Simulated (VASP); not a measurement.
The system is MoSe2.

```
CELL_PARAMETERS angstrom
3.28800 0.00000 0.00000
-1.64400 2.84749 0.00000
0.00000 0.00000 12.90000
ATOMIC_POSITIONS crystal
Mo 0.66667 0.33333 0.75000
Mo 0.33333 0.66667 0.25000
Se 0.66667 0.33333 0.37500
Se 0.33333 0.66667 0.87500
Se 0.66667 0.33333 0.12500
Se 0.33333 0.66667 0.62500
```

```yaml
Program: VASP 6.6.1
Task: relaxation of cell and atoms
Functional: PBE
Dispersion: D3(BJ)
Potentials_or_basis: VASP PAW PBE potentials, release 64 (Mo_sv, Se)
Cutoff: 600 eV
k_mesh: 9 × 9 × 2
Occupations: fermi-dirac, width 0.05 eV
Spin: no spin polarisation
```

At the start: pressure 4.5 GPa; volume 20.13 Å³/atom.

Q: How do energy, volume and symmetry change on relaxing?

A: Over 14 steps the energy falls by 24.1 meV/atom and the volume is 19.74 Å³/atom (-1.9 %); space group P6_3/mmc (No. 194, to 0.05 Å).

The path:
```
step  energy change (eV)  largest force (eV/Å)  pressure (GPa)  volume (Å³)
   1              0.0000                1.1441            4.52       120.78
   2              0.2307                1.2853           -9.26       130.92
   3             -0.1073                0.1481           -1.23       124.27
   4             -0.1075                0.1809           -1.04       124.14
   5             -0.1225                0.1168           -0.28       122.48
   6             -0.1232                0.0997           -0.06       122.02
   7             -0.1275                0.0908           -0.06       121.61
   8             -0.1379                0.0632           -0.04       120.35
   9             -0.1435                0.0014            0.20       117.83
  10             -0.1443                0.0241            0.12       118.56
  11             -0.1444                0.0213            0.12       118.46
  12             -0.1443                0.0191            0.13       118.38
  13             -0.1425                0.1165           -0.76       118.94
  14             -0.1444                0.0004            0.01       118.46
```

Final structure:
```xyz
6
Lattice="3.2787 0.0000 0.0000 -1.6393 2.8394 0.0000 0.0000 0.0000 12.7250" Properties=species:S:1:pos:R:3 pbc="T T T"
Mo    1.6393    0.9465    9.5437
Mo    0.0000    1.8929    3.1812
Se    1.6393    0.9465    4.8567
Se    0.0000    1.8929   11.2192
Se    1.6393    0.9465    1.5058
Se    0.0000    1.8929    7.8683
```
